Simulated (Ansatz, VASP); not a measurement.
## Two plane-wave programs on CuAu

```
Cu Au
1.0
     2.87000    0.00000    0.00000
     0.00000    2.87000    0.00000
     0.00000    0.00000    3.57825
Cu Au
1 1
Direct
  0.50000 0.50000 0.50000
  0.00000 0.00000 0.00000
```

Change from the starting cell: strain +0.025 along x and y, -0.025 along z, atoms carried along.

Alike in both runs: task single point; functional PBE; k mesh 18 × 18 × 14; occupations gaussian, width 0.15 eV; no spin polarisation.

|  | VASP | Ansatz |
| --- | --- | --- |
| version | VASP 6.6.1 | Ansatz 0.2.0 |
| potentials or method | VASP PAW PBE potentials, release 64 (Cu, Au) | scalar-relativistic, plane waves, PAW |
| plane-wave cutoff (eV) | 520 | 420 |
| valence electrons in the cell | 22 | 38 |

```csv
,VASP,Ansatz,Ansatz less VASP
gap on the k mesh at the Fermi level (eV),none,none,-
pressure (GPa),2.7,2.6,-0.09
largest component of the traceless stress (GPa),0.28,0.24,-0.046
```

A gap of «none» marks a metal or a gap that the smearing closes. The functional is the same, so the differences come from potentials, cutoffs and numerics. The two sets of potentials don't hold the same shells in valence.

The runs have no spin-orbit coupling, so splittings on Au are missing.
